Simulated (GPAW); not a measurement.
# Energy mapping worked by hand: free-standing square Co monolayer, spacing 2.8 A

Aim: get Heisenberg couplings of free-standing square Co monolayer, spacing 2.8 A from the energies of collinear orders, with pencil and paper, and test them on an order left out of the fit.

Program: GPAW 26.7.0. Level of theory: LDA; plane waves with GPAW's PAW setups, scalar-relativistic. Results are calculated unless marked as measured.

**1. The structure**

The cell holds 1 atom: 1 Co. Cell: a = 2.800 Å, b = 2.800 Å, c = 14.000 Å, α = 90.0°, β = 90.0°, γ = 90.0°. model lattice. Vacuum lies along c.

**2. The parallel order**

All energies count from this run.

File order1.py:

```python
import json
import numpy as np
from ase import Atoms
from ase.parallel import paropen, parprint
from gpaw import GPAW

atoms = Atoms(['Co'],
    cell=[[2.8, 0.0, 0.0],
         [0.0, 2.8, 0.0],
         [0.0, 0.0, 14.0]],
    scaled_positions=[[0.0, 0.0, 0.5]],
    pbc=True,
    magmoms=[2.0])
atoms.calc = GPAW(mode={'name': 'pw', 'ecut': 550},
    xc='LDA',
    kpts={'size': (10, 10, 1), 'gamma': True},
    occupations={'name': 'fermi-dirac', 'width': 0.05},
    convergence={'density': 1e-05, 'energy': 1e-05},
    maxiter=200,
    txt='order1.txt')
e = atoms.get_potential_energy(force_consistent=True)
res = {'free_energy': e, 'energy_sigma0': atoms.get_potential_energy(), 'fermi_energy': atoms.calc.get_fermi_level()}
res['moments'] = atoms.get_magnetic_moments().tolist()
res['total'] = atoms.get_magnetic_moment()
parprint('site moments (muB):', np.round(res['moments'], 3))
parprint(f"total moment: {res['total']:.3f} muB")
parprint(f'free energy: {e:.6f} eV')
atoms.calc.write('order1.gpw')
with paropen('results.json', 'w') as f:
    json.dump(res, f)
```

On the command line:

```
$ OMP_NUM_THREADS=1 python3 order1.py > order1.log
```

Log:

```text
site moments (muB): [2.093]
total moment: 2.211 muB
free energy: -5.795835 eV

--- order1.txt ---
Input parameters:
  mode=PW(ecut=550),
  convergence={'density': 1e-05, 'energy': 1e-05},
  kpts=MonkhorstPack(size=(10, 10, 1), gamma=True),
  maxiter=200,
  occupations=Occupations(name='fermi-dirac', width=0.05),
  xc=XC(name='LDA')

Diagonalizing LCAO Hamiltonian
Converting LCAO to pw mode
   .------.
  /|      |
[...]
|          3 |        -4.979 |     1.000 |        -2.955 |     0.001 |
|          4 |        -4.979 |     1.000 |        -2.955 |     0.001 |
|          5 |        -4.870 |     1.000 |        -2.576 |     0.000 |
|          6 |        -2.112 |     0.000 |        -1.955 |     0.000 |
|          7 |         1.183 |     0.000 |         1.232 |     0.000 |
|          8 |         2.374 |     0.000 |         2.399 |     0.000 |

No gap
No difference between direct/indirect transitions


[key lines of the parts left out:]
Free energy:      -5.795835
Converged in 13 steps
dipole moment: (-7.504749, -7.504749, -0.000006)  # |e|*Ang
Fermi level: -3.309
```

Wall time 22 s (1 MPI rank of Intel Xeon Platinum 8259CL at 2.50GHz (Skylake/Cascade Lake), shared host); peak memory 0.2 GiB.

Spin moment in the augmentation sphere by atom:

```
atom  spin moment in the augmentation sphere (μB)
 Co1                                         2.09
```

Numbers from this step:

| Item | Value |
| --- | --- |
| magnetization | 2.211 μB |
| final state | ferromagnetic |

After 13 cycles the largest moment stands at 2.09 μB.

**3. The orders used for the fit**

The other orders were run with the same settings, on meshes that hold the same points. Free energies (smearing 0.05 eV, its entropy term included) are divided by the number of Co atoms; q is in fractions of the reciprocal vectors of the first run's cell.

```
            order  atoms     mesh  free energy (eV)  eV per Co  largest moment (μB)
              F +      1  10×10×1           -5.7958    -5.7958                 2.09
AF q=(0,1/2,0) +-      2   10×5×1          -11.2103    -5.6052                 1.96
```

**4. Counting neighbours**

With E = −Σ J e_i·e_j over ordered pairs of unit vectors, turning a neighbour from parallel to opposed costs 2J a Co atom. So an order lies 2 Σ n J over the parallel one, n being the opposed neighbours in each shell.

```
shell  distance (Å)  neighbours  opposed in AF q=(0,1/2,0) +-  opposed in AF q=(1/2,1/2,0) +-
   J1          2.80           4                             2                               4
   J2          3.96           4                             4                               0
```

Only J1 is kept.

**5. Solving**

```
2 × 2 × J1 = +190.67 meV    (AF q=(0,1/2,0) +-)
J1 = +47.67 meV
```

**6. The test**

The couplings now give the orders that were left out:

```
2 × 4 × (+47.67) = +381.36 meV    (AF q=(1/2,1/2,0) +-)
```

The runs themselves:

```
              order  atoms    mesh  free energy (eV)  eV per Co  largest moment (μB)  over the parallel order (meV)  foretold (meV)
AF q=(1/2,1/2,0) +-      2  5×10×1          -10.9242    -5.4621                 1.88                        +333.76         +381.36
```

**7. One more shell**

The miss asks for the next shell, which takes one more order into the fit and leaves none for a test.

```
2 × 2 × J1 + 2 × 4 × J2 = +190.67 meV    (AF q=(0,1/2,0) +-)
2 × 4 × J1 = +333.76 meV    (AF q=(1/2,1/2,0) +-)
J1 = +41.72 meV
J2 = +2.97 meV
```

**8. Outcome**

```yaml
j1_co_co_at_2p80_a: 47.7 meV
largest_miss_on_the_orders_left_out: 48 meV
j1_with_2_shells: 41.7 meV
j2_with_2_shells: 2.97 meV
```

In words: The model misses the order left out by 48 meV, 14 % of the span of the orders, so it holds only roughly. With the next shell added the couplings are J1 = +41.72 and J2 = +2.97 meV, untested. The first dropped shell that the test feels is J2 at 3.96 Å. The site moments spread by 10 % over the orders, so moments are not rigid and part of the miss lies outside a spin model. In a metal couplings reach far, and the mesh was not tested. The couplings are effective ones: further shells with opposed neighbours are folded into them or show in the miss. No mean-field temperature is given: it needs a model that holds, an unfrustrated order and couplings in all three dimensions.

[Logs and program files are shortened in this print: banners, set-up blocks, solver, clock and traceback lines can be left out without a mark of their own.]

[Logs are printed without paths, hosts, clocks, repeated set-up lines and the standing remarks that a program may print on its own settings, such as how far it seeks lower states.]

[Hosts, paths, dates, database ids (printed as entryN), source tags and the programs' standing remarks are cut or masked in the printed files.]

[Where a cell is said to come from a database of computed structures, the database is the Materials Project.]
